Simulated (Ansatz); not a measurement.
# InSe (C2/m) in Ansatz: a series of runs, part 3 of 3

Ansatz 0.2.0. The steps go on from the part before.

## 5. Relaxation of cell and atoms, PBEsol, target pressure 10 GPa, at which the enthalpy is minimised

Contents of input.yaml:

```yaml
crystal:
  lattice:
    - [5.8263928781, -2.054648955, 0.0]
    - [5.8263928781, 2.054648955, 0.0]
    - [-1.723233014, 0.0, 4.7713478577]
  atoms:
    - { symbol: In, position: [0.88820325, 0.88820325, 0.04684136] }
    - { symbol: In, position: [0.11179675, 0.11179675, 0.95315864] }
    - { symbol: Se, position: [0.66092759, 0.66092759, 0.66895562] }
    - { symbol: Se, position: [0.33907241, 0.33907241, 0.33104438] }
hamiltonian:
  xc: pbesol
  pseudopotentials: { kind: paw }
kpoints:
  mp_grid: { grid: [7, 7, 6] }
scf:
  occupations: { method: fermi_dirac, width: 0.05 }
output:
  forces: true
  stress: true
  eigenvalues: true
relax:
  f_tol: 0.01
  max_steps: 40
  cell: { stress_tol: 0.05, p_target: 10.0 }
```

Run with:

```
$ ansatz run input.yaml --threads 2 --pin off --max-ram 5632MiB --backend cpu --events-out ev --progress --plain --runs-dir out
```

Wall time 2.7 min (2 threads of Arm Neoverse V2, shared host); peak memory 0.6 GiB.

It converged, with:

```
Free energy                                            : -21900.7505 eV
Relaxed volume                                         : 21.44 Å³/atom
Relaxed cell                                           : a = 6.158 Å, b = 6.158 Å, c = 3.952 Å, α = 108.65°, β = 108.65°, γ = 37.44°
Space group after relaxing (to 0.05 Å)                 : I4/mmm (No. 139)
Energy change on relaxing (the enthalpy is what falls) : +77.9 meV/atom
Ionic steps                                            : 15
Pressure after relaxing                                : 10.0 GPa
Band gap on the k mesh                                 : none (metal or under the smearing width)
```

The path:
```tsv
step	energy change (eV)	largest force (eV/Å)	volume (Å³)
1	0.0000	0.0657	114.24
2	0.1528	0.6717	98.67
3	0.3075	0.3337	91.05
4	0.4007	0.1866	87.24
5	0.4619	0.1505	85.24
6	0.3313	0.1502	86.54
7	0.3647	0.1321	85.68
8	0.3555	0.2065	85.47
9	0.3740	0.0635	84.99
10	0.3047	0.3303	86.05
11	0.2715	0.0796	86.47
12	0.3101	0.0267	85.72
13	0.3099	0.0118	85.72
14	0.3087	0.0012	85.74
15	0.3118	0.0010	85.74
```

Final structure:
```cif
data_structure
_symmetry_space_group_name_H-M 'P 1'
_symmetry_Int_Tables_number 1
_cell_length_a 6.1576
_cell_length_b 6.1576
_cell_length_c 3.9516
_cell_angle_alpha 108.649
_cell_angle_beta 108.649
_cell_angle_gamma 37.441
_cell_volume 85.74
loop_
_atom_site_label
_atom_site_type_symbol
_atom_site_fract_x
_atom_site_fract_y
_atom_site_fract_z
_atom_site_occupancy
In1 In 0.87632 0.87632 0.87687 1
In2 In 0.12368 0.12368 0.12313 1
Se1 Se 0.63851 0.63851 0.63805 1
Se2 Se 0.36149 0.36149 0.36195 1
```

Levels at points of the mesh, in eV from the Fermi level:
| k point | band 26 | band 27 | band 28 | band 29 | band 30 | band 31 | band 32 | band 33 |
| --- | --- | --- | --- | --- | --- | --- | --- | --- |
| (0.00, 0.00, 0.00) | -3.27 | -3.27 | -2.71 | -2.71 | 2.12 | 3.97 | 4.61 | 5.54 |
| (0.00, 0.00, -0.50) | -2.36 | -2.00 | -1.51 | 0.15 | 1.04 | 2.57 | 2.99 | 3.53 |

Caveat: the volume moved by over 15 % at a fixed basis, so the end points are rough; the plane-wave basis is chosen anew once the cell has moved, so the energies of steps on either side of that aren't comparable; the PAW data sets come from PBE, with cores solved anew for the run's functional, which leaves a small shift of forces and pressure.

## 6. Relaxation of cell and atoms, PBEsol, target pressure 20 GPa, at which the enthalpy is minimised

Changes to input.yaml since step 5:

```diff
@@ -21,2 +21,6 @@
   eigenvalues: true
+  write_density: true
+  write_potential: true
+  elf: true
+  volumetric_format: npy
 relax:
@@ -24,2 +28,2 @@
   max_steps: 40
-  cell: { stress_tol: 0.05, p_target: 10.0 }
+  cell: { stress_tol: 0.05, p_target: 20.0 }
```

Potentials or basis: Ansatz PAW.

Run with:

```
$ ansatz run input.yaml --threads 2 --pin off --max-ram 5632MiB --backend cpu --events-out ev --progress --plain --runs-dir out
```

It took 3.2 min on 2 threads of Arm Neoverse V2, shared host; peak memory 0.6 GiB.

It converged, with:

| Item | Value |
| --- | --- |
| Free energy | -21900.1469 eV |
| Relaxed volume | 19.78 Å³/atom |
| Relaxed cell | a = 6.003 Å, b = 6.003 Å, c = 3.839 Å, α = 108.55°, β = 108.55°, γ = 37.39° |
| Space group after relaxing (to 0.05 Å) | I4/mmm (No. 139) |
| Energy change on relaxing (the enthalpy is what falls) | +228.8 meV/atom |
| Ionic steps | 15 |
| Pressure after relaxing | 20.0 GPa |
| Largest force after relaxing | 0.004 eV/Å |
| Band gap on the k mesh | none (metal or under the smearing width) |

Forces in eV/Å, atoms in the order of the input:
```
In   0.000  0.000 -0.003
In   0.000  0.000  0.003
Se   0.000  0.000 -0.004
Se   0.000  0.000  0.004
```

The path:
| step | energy change (eV) | largest force (eV/Å) | volume (Å³) |
| --- | --- | --- | --- |
| 1 | 0.0000 | 0.0657 | 114.24 |
| 2 | 0.2094 | 0.9841 | 98.48 |
| 3 | 0.6197 | 0.9277 | 87.94 |
| 4 | 0.9539 | 0.4623 | 81.77 |
| 5 | 1.1855 | 0.2074 | 78.53 |
| 6 | 1.1926 | 0.1607 | 78.05 |
| 7 | 0.9640 | 0.1652 | 79.28 |
| 8 | 1.0694 | 0.1947 | 78.31 |
| 9 | 1.0314 | 0.1700 | 78.55 |
| 10 | 0.9824 | 0.2149 | 78.79 |
| 11 | 0.9683 | 0.1634 | 78.84 |
| 12 | 0.9257 | 0.0775 | 79.03 |
| 13 | 0.9298 | 0.0277 | 78.98 |
| 14 | 0.9111 | 0.0038 | 79.13 |
| 15 | 0.9154 | 0.0038 | 79.13 |

Final structure:
```
In Se
1.0
     5.67972   -1.92434    0.26929
     5.67972    1.92434    0.26929
    -1.45933    0.00000    3.55074
In Se
2 2
Direct
  0.87624 0.87624 0.87695
  0.12376 0.12376 0.12305
  0.63629 0.63629 0.63572
  0.36371 0.36371 0.36428
```

Levels at points of the mesh, in eV from the Fermi level:
```tsv
k point	band 25	band 26	band 27	band 28	band 29	band 30	band 31	band 32	band 33	band 34
(0.00, 0.00, 0.00)	-3.98	-3.64	-3.61	-3.15	-3.12	2.32	3.72	4.32	5.79	5.90
(0.00, 0.00, -0.50)	-3.49	-2.61	-2.23	-1.65	0.24	0.85	2.44	2.99	3.91	3.95
```

Caveat: the volume moved by over 15 % at a fixed basis, so the end points are rough; the plane-wave basis is chosen anew once the cell has moved, so the energies of steps on either side of that aren't comparable; the PAW data sets come from PBE, with cores solved anew for the run's functional, which leaves a small shift of forces and pressure.

## 7. Relaxation of cell and atoms, PBEsol, target pressure 30 GPa, at which the enthalpy is minimised

Changes to input.yaml since step 6:

```diff
@@ -21,6 +21,2 @@
   eigenvalues: true
-  write_density: true
-  write_potential: true
-  elf: true
-  volumetric_format: npy
 relax:
@@ -28,2 +24,2 @@
   max_steps: 40
-  cell: { stress_tol: 0.05, p_target: 20.0 }
+  cell: { stress_tol: 0.05, p_target: 30.0 }
```

Run with:

```
$ ansatz run input.yaml --threads 2 --pin off --max-ram 5632MiB --backend cpu --events-out ev --progress --plain --runs-dir out
```

Run time: 2.7 min. Hardware: 2 threads of Arm Neoverse V2, shared host; peak memory 0.6 GiB.

The run converged. Its results:

```
Free energy                                            : -21899.2680 eV
Relaxed volume                                         : 18.41 Å³/atom
Relaxed cell                                           : a = 5.945 Å, b = 5.945 Å, c = 3.584 Å, α = 111.67°, β = 111.67°, γ = 39.19°
Space group after relaxing (to 0.05 Å)                 : C2/m (No. 12)
Energy change on relaxing (the enthalpy is what falls) : +448.6 meV/atom
Ionic steps                                            : 16
Pressure after relaxing                                : 30.0 GPa
Largest force after relaxing                           : 0.003 eV/Å
Band gap on the k mesh                                 : none (metal or under the smearing width)
```

Forces on the atoms (eV/Å):
```
In   0.000  0.000  0.002
In   0.000  0.000 -0.002
Se   0.000  0.000  0.003
Se   0.000  0.000 -0.003
```

Step by step:
| step | energy change (eV) | largest force (eV/Å) | volume (Å³) |
| --- | --- | --- | --- |
| 1 | 0.0000 | 0.0657 | 114.24 |
| 2 | 0.2377 | 1.1252 | 98.43 |
| 3 | 0.8507 | 1.4319 | 86.63 |
| 4 | 1.4307 | 1.0183 | 79.01 |
| 5 | 1.8673 | 0.3758 | 74.61 |
| 6 | 2.0882 | 0.1515 | 72.88 |
| 7 | 1.8833 | 0.1760 | 73.51 |
| 8 | 1.8065 | 0.1577 | 73.69 |
| 9 | 1.9056 | 0.1285 | 73.09 |
| 10 | 1.8535 | 0.0374 | 73.32 |
| 11 | 1.8310 | 0.0748 | 73.42 |
| 12 | 1.7922 | 0.0525 | 73.63 |
| 13 | 1.7967 | 0.0180 | 73.60 |
| 14 | 1.7857 | 0.0137 | 73.66 |
| 15 | 1.7896 | 0.0032 | 73.64 |
| 16 | 1.7942 | 0.0030 | 73.64 |

Final structure:
```
CELL_PARAMETERS angstrom
5.59787 -1.99385 0.17877
5.59787 1.99385 0.17877
-1.50925 0.00000 3.25061
ATOMIC_POSITIONS crystal
In 0.88079 0.88079 0.97941
In 0.11921 0.11921 0.02059
Se 0.63715 0.63715 0.57618
Se 0.36285 0.36285 0.42382
```

Levels at points of the mesh, in eV from the Fermi level:
```
            k point  band 25  band 26  band 27  band 28  band 29  band 30  band 31  band 32  band 33  band 34
 (0.00, 0.00, 0.00)    -4.22    -4.15    -4.12    -3.33    -2.54     2.23     3.47     4.20     6.04     6.23
(0.00, 0.00, -0.50)    -2.94    -2.84    -2.34    -1.80    -0.89    -0.41     2.11     3.16     3.53     3.70
```

Caveat: the volume moved by over 15 % at a fixed basis, so the end points are rough; the plane-wave basis is chosen anew once the cell has moved, so the energies of steps on either side of that aren't comparable; the PAW data sets come from PBE, with cores solved anew for the run's functional, which leaves a small shift of forces and pressure.

## 8. The runs side by side

| cell | target pressure (GPa) | gap on the mesh (eV) | pressure (GPa) | largest force (eV/Å) |
| --- | --- | --- | --- | --- |
| relaxed | 0 | 0.78 | 0.0 | 0.01 |
| relaxed to 2 GPa | 2 | 0.25 | 2.0 | 0.01 |
| relaxed to 5 GPa | 5 | none | 5.0 | - |
| relaxed to 10 GPa | 10 | none | 10.0 | - |
| relaxed to 20 GPa | 20 | none | 20.0 | - |
| relaxed to 30 GPa | 30 | none | 30.0 | - |

Alike in all rows: task relaxation of cell and atoms; level PBEsol; potentials or basis Ansatz PAW; no spin polarisation; k mesh 7 × 7 × 6; cutoff (eV) 420; smearing fermi-dirac 0.05 eV.

Caveats: the plane-wave basis is chosen anew once the cell has moved, so the energies of steps on either side of that aren't comparable; the PAW data sets come from PBE, with cores solved anew for the run's functional, which leaves a small shift of forces and pressure; the volume moved by over 15 % at a fixed basis, so the end points are rough (some runs); odd divisions of the mesh miss points on the zone boundary, where band edges often lie, so the gap on the mesh can be too wide (some runs); spin-orbit coupling is left out, which moves the levels of the heavy elements (some runs).

Absolute energies hang on the potentials; compare differences alone.
